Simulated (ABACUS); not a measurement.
# MgS (Niningerite) (P1) in ABACUS: tuning mixing ndim

Aim: find the choice of mixing ndim that runs MgS (Niningerite) fastest, at PBEsol. This setting moves, with any that are tied to it; all else stays.

Everything below comes from runs of ABACUS 3.10.1. Logs are shortened: lines on timing, memory, paths and dates and some standing lists are left out, and cuts for length are marked.

### 1 The cell of the first run

The typed cell holds 2 atoms: a = 3.679 Å, b = 3.679 Å, c = 3.679 Å, α = 60.00°, β = 60.00°, γ = 60.00°.

The cell isn't the ideal one: atoms moved at random.

### 2 With mixing ndim 2

File INPUT:

```
INPUT_PARAMETERS
suffix              MgS
calculation         scf
basis_type          lcao
pseudo_dir          ./
orbital_dir         ./
symmetry            1
dft_functional      pbesol
ecutwfc             100
pseudo_rcut         7
nspin               1
nbands              12
ks_solver           scalapack_gvx
smearing_method     mp
smearing_sigma      0.00734986
scf_thr             1e-07
scf_nmax            60
mixing_type         broyden
mixing_beta         0.7
cal_force           1
cal_stress          1
out_mul             1
mixing_ndim         2
```

File STRU:

```
ATOMIC_SPECIES
S 32.0600 16_S_6_1.8_1.9_pbe_n_v1.0.upf
Mg 24.3050 12_Mg_10_1.9_2.0_pbe_v1.0.upf

NUMERICAL_ORBITAL
S_confined-atom_7au_2s2p1d.orb
Mg_confined-atom_8au_3s2p1d.orb

LATTICE_CONSTANT
1.8897261246

LATTICE_VECTORS
0.0000000000 2.6016500000 2.6016500000
2.6016500000 0.0000000000 2.6016500000
2.6016500000 2.6016500000 0.0000000000

ATOMIC_POSITIONS
Direct

S
0.0
1
0.4587610000 0.5258960000 0.5181830000 1 1 1

Mg
0.0
1
-0.0169430000 0.0228170000 -0.0126300000 1 1 1
```

File KPT:

```
K_POINTS
0
Gamma
7 7 7 0 0 0
```

Potentials or basis: SPMS ONCV 1.0 PBE, DZP LCAO (the cutoffs set its grid).

Started as:

```
$ OMP_NUM_THREADS=1 mpirun -np 4 abacus > log
```

Run time: 10 s. Hardware: 4 MPI ranks of Intel Xeon 6975P-C (Granite Rapids), shared host; peak memory 0.48 GiB.

It converged, with:

| Quantity | Value |
| --- | --- |
| Free energy | -1822.8909 eV |
| Pressure | 0.8 GPa |
| Largest force | 0.346 eV/Å |
| Band gap on the k mesh | 2.82 eV, indirect (least direct gap 3.63 eV) |
| Mulliken charges | S -0.92; Mg +0.92 e |

### 3 With mixing ndim 4

Edit INPUT of step 2 so:

```diff
@@ -22,2 +22,2 @@
 out_mul             1
-mixing_ndim         2
+mixing_ndim         4
```

STRU is that of step 2.

KPT is that of step 2.

Potentials or basis: SPMS ONCV 1.0 PBE, DZP LCAO (the cutoffs set its grid).

Started as:

```
$ OMP_NUM_THREADS=1 mpirun -np 4 abacus > log
```

Run time: 9.4 s. Hardware: 4 MPI ranks of Intel Xeon 6975P-C (Granite Rapids), shared host; peak memory 0.44 GiB.

The run converged. Its results:

- Free energy: -1822.8909 eV
- Pressure: 0.8 GPa
- Largest force: 0.346 eV/Å
- Band gap on the k mesh: 2.82 eV, indirect (least direct gap 3.63 eV)
- Mulliken charges: S -0.92; Mg +0.92 e

### 4 With mixing ndim 8

Edit INPUT of step 3 so:

```diff
@@ -22,2 +22,2 @@
 out_mul             1
-mixing_ndim         4
+mixing_ndim         8
```

STRU is that of step 3.

KPT is that of step 3.

Started as:

```
$ OMP_NUM_THREADS=1 mpirun -np 4 abacus > log
```

It took 7.4 s on 4 MPI ranks of Intel Xeon 6975P-C (Granite Rapids), shared host; peak memory 0.52 GiB.

It converged, with:

* Free energy: -1822.8909 eV
* Pressure: 0.8 GPa
* Largest force: 0.346 eV/Å
* Band gap on the k mesh: 2.82 eV, indirect (least direct gap 3.63 eV)
* Mulliken charges: S -0.92; Mg +0.92 e

### 5 With mixing ndim 12

Edit INPUT of step 4 so:

```diff
@@ -22,2 +22,2 @@
 out_mul             1
-mixing_ndim         8
+mixing_ndim         12
```

STRU is that of step 4.

KPT is that of step 4.

Started as:

```
$ OMP_NUM_THREADS=1 mpirun -np 4 abacus > log
```

Wall time 7.8 s (4 MPI ranks of Intel Xeon 6975P-C (Granite Rapids), shared host); peak memory 0.48 GiB.

Results (log left out):

```yaml
Free_energy: -1822.8909 eV
Pressure: 0.8 GPa
Largest_force: 0.346 eV/Å
Band_gap_on_the_k_mesh: 2.82 eV, indirect (least direct gap 3.63 eV)
Mulliken_charges: S -0.92; Mg +0.92 e
```

### 6 With mixing ndim 20

Edit INPUT of step 5 so:

```diff
@@ -22,2 +22,2 @@
 out_mul             1
-mixing_ndim         12
+mixing_ndim         20
```

STRU is that of step 5.

KPT is that of step 5.

Potentials or basis: SPMS ONCV 1.0 PBE, DZP LCAO (the cutoffs set its grid).

Started as:

```
$ OMP_NUM_THREADS=1 mpirun -np 4 abacus > log
```

running log:

```text
ABACUS v3.10.1

               Atomic-orbital Based Ab-initio Computation at UStc

 ------------------------------------------------------------------------------------

 READING GENERAL INFORMATION
                           global_out_dir = OUT.MgS/
                           global_in_card = INPUT
                               pseudo_dir = ./
                              orbital_dir = ./
                                    DSIZE = 4
                                    GSIZE = 1

 READING UNITCELL INFORMATION
                                    ntype = 2
                  lattice constant (Bohr) = 1.88973
              lattice constant (Angstrom) = 1

 READING ATOM TYPE 1
                               atom label = S
                      L=0, number of zeta = 2
                      L=1, number of zeta = 2
                      L=2, number of zeta = 1
             number of atom for this type = 1

 READING ATOM TYPE 2
                               atom label = Mg
                      L=0, number of zeta = 3
                      L=1, number of zeta = 2
                      L=2, number of zeta = 1
             number of atom for this type = 1

                        TOTAL ATOM NUMBER = 2
DIRECT COORDINATES
    atom                   x                   y                   z     mag                  vx                  vy                  vz
taud_S1            0.4587610000        0.5258960000        0.5181830000  0.0000        0.0000000000        0.0000000000        0.0000000000
taud_Mg1            0.9830570000        0.0228170000        0.9873700000  0.0000        0.0000000000        0.0000000000        0.0000000000

                          Volume (Bohr^3) = 237.669
                             Volume (A^3) = 35.2189

 Lattice vectors: (Cartesian coordinate: in unit of a_0)
                   +0            +2.60165            +2.60165
             +2.60165                  +0            +2.60165
             +2.60165            +2.60165                  +0
 Reciprocal vectors: (Cartesian coordinate: in unit of 2 pi/a_0)
            -0.192186           +0.192186           +0.192186
            +0.192186           -0.192186           +0.192186
            +0.192186           +0.192186           -0.192186
 The esolver type has been set to : ksdft_lcao

                PAO radial cut off (Bohr) = 7

 Read in pseudopotential file is 16_S_6_1.8_1.9_pbe_n_v1.0.upf
                     pseudopotential type = NC
          exchange-correlation functional = PBE
                 nonlocal core correction = 1
                        valence electrons = 6
                                     lmax = 2
                           number of zeta = 2
                     number of projectors = 6
                           L of projector = 0
                           L of projector = 0
                           L of projector = 1
                           L of projector = 1
                           L of projector = 2
                           L of projector = 2
 XC functional updated to : pbesol
[... 194 lines left out ...]
                                  min_tau = [ -18.2, -18.3, -18.3 ]
                                  max_tau = [ 23.5, 25.9, 23.4 ]
                                BoxNumber = [ 9, 9, 9 ]

 SETUP EXTENDED REAL SPACE GRID FOR GRID INTEGRATION
                          real space grid = [ 45, 45, 45 ]
                 big cell numbers in grid = [ 15, 15, 15 ]
             meshcell numbers in big cell = [ 3, 3, 3 ]
                        extended fft grid = [ 22, 22, 22 ]
                dimension of extened grid = [ 60, 60, 60 ]
                            UnitCellTotal = 125
              Atom number in sub-FFT-grid = 2
    Local orbitals number in sub-FFT-grid = 27
                                ParaV.nnr = 16660
                                 init_chg = atomic

 LCAO ALGORITHM --------------- ION=   1  ELEC=   1--------------------------------

 Density error is 0.0766589683304
----------------------------------------------------------
     Energy           Rydberg                 eV
----------------------------------------------------------
 E_KohnSham     -133.9611923465      -1822.6355267871
 E_Harris       -135.0955468473      -1838.0692115495
 E_Fermi        0.6299044494         8.5702897080
----------------------------------------------------------
[... 80 lines left out ...]
 Density error is 2.47168560497e-08
----------------------------------------------------------
     Energy           Rydberg                 eV
----------------------------------------------------------
 E_KohnSham     -133.9799620253      -1822.8909013678
 E_KS(sigma->0) -133.9799620253      -1822.8909013678
 E_Harris       -133.9799623685      -1822.8909060378
 E_band         -24.1233053785       -328.2144077423
 E_one_elec     -74.0599861477       -1007.6378054094
 E_Hartree      37.4504836611        509.5399706465
 E_xc           -20.6989158477       -281.6231979507
 E_Ewald        -76.6715436910       -1043.1698686542
 E_entropy(-TS) 0.0000000000         0.0000000000
 E_descf        0.0000000000         0.0000000000
 E_exx          0.0000000000         0.0000000000
 E_Fermi        0.6433994870         8.7538991140
----------------------------------------------------------

 charge density convergence is achieved
 final etot is -1822.8909014 eV
 EFERMI = 8.753899114 eV

 STATE ENERGY(eV) AND OCCUPATIONS    NSPIN == 1
 1/172 kpoint (Cartesian) = 0.0000 0.0000 0.0000 (1003 pws)
       1       -68.1254     0.00583090
       2       -34.8135     0.00583090
       3       -34.8117     0.00583090
       4       -34.8111     0.00583090
       5       -6.09705     0.00583090
       6        6.62889     0.00583090
       7        6.64594     0.00583090
       8        6.65182     0.00583090
       9        10.2778   -3.46898e-89
      10        15.7289   -1.58774e-88
      11        15.7459   -1.59160e-88
      12        15.7906   -1.60178e-88
[... 57 lines left out ...]
 6/172 kpoint (Cartesian) = 0.0000 0.0000 0.054910 (1007 pws)
       1       -68.1253      0.0116618
       2       -34.8143      0.0116618
       3       -34.8122      0.0116618
       4       -34.8120      0.0116618
       5       -5.83123      0.0116618
       6        5.36206      0.0116618
       7        6.21610      0.0116618
       8        6.22825      0.0116618
       9        11.6985   -1.34059e-88
      10        14.8043   -2.75453e-88
      11        15.0299   -2.85723e-88
      12        16.1320   -3.35898e-88

[... levels at 166 further k points ...]

 correction force for each atom along direction 1 is 3.12007e-07
 correction force for each atom along direction 2 is 8.71867e-07
 correction force for each atom along direction 3 is 1.40528e-07
------------------------------------------------------------------------------------------
 TOTAL-FORCE (eV/Angstrom)
------------------------------------------------------------------------------------------
                        S1        -0.2926849676        -0.0529435138         0.1763002856
                       Mg1         0.2926849676         0.0529435138        -0.1763002856
------------------------------------------------------------------------------------------

----------------------------------------------------------------
 TOTAL-STRESS (KBAR)
----------------------------------------------------------------
        13.5971007711        -0.2490585837         0.8488551260
        -0.2490585837         3.9255806939         0.1583645239
         0.8488551260         0.1583645239         7.4684854635
----------------------------------------------------------------
 TOTAL-PRESSURE: 8.330389 KBAR

 --------------------------------------------
 !FINAL_ETOT_IS -1822.8909013677730400 eV
 --------------------------------------------
```

It took 8.6 s on 4 MPI ranks of Intel Xeon 6975P-C (Granite Rapids), shared host; peak memory 0.48 GiB.

Results:

```
Free energy            : -1822.8909 eV
Pressure               : 0.8 GPa
Largest force          : 0.346 eV/Å
Band gap on the k mesh : 2.82 eV, indirect (least direct gap 3.63 eV)
Mulliken charges       : S -0.92; Mg +0.92 e
```

### 7 Summary

```
mixing ndim  energy less the last converged row (meV/atom)  SCF cycles  wall time (s)
          2                                           0.00          10             10
          4                                           0.00           9            9.4
          8                                           0.00           9            7.4
         12                                           0.00           9            7.8
         20                                           0.00           9            8.6
```

Fastest here: 8 (7.4 s), level within noise with 12, 20; slowest of those that converged: 2 (10 s). These are single runs, one after another on one machine, so differences under about a fifth mean little.

Caveats: the atomic orbitals were generated for these runs and aren't a published set; the potentials were made for another functional, which shifts forces and pressure; an odd mesh through Γ misses points on the zone boundary, where band edges often lie; the basis of atomic orbitals isn't converged, which shifts pressures, moduli and gaps.
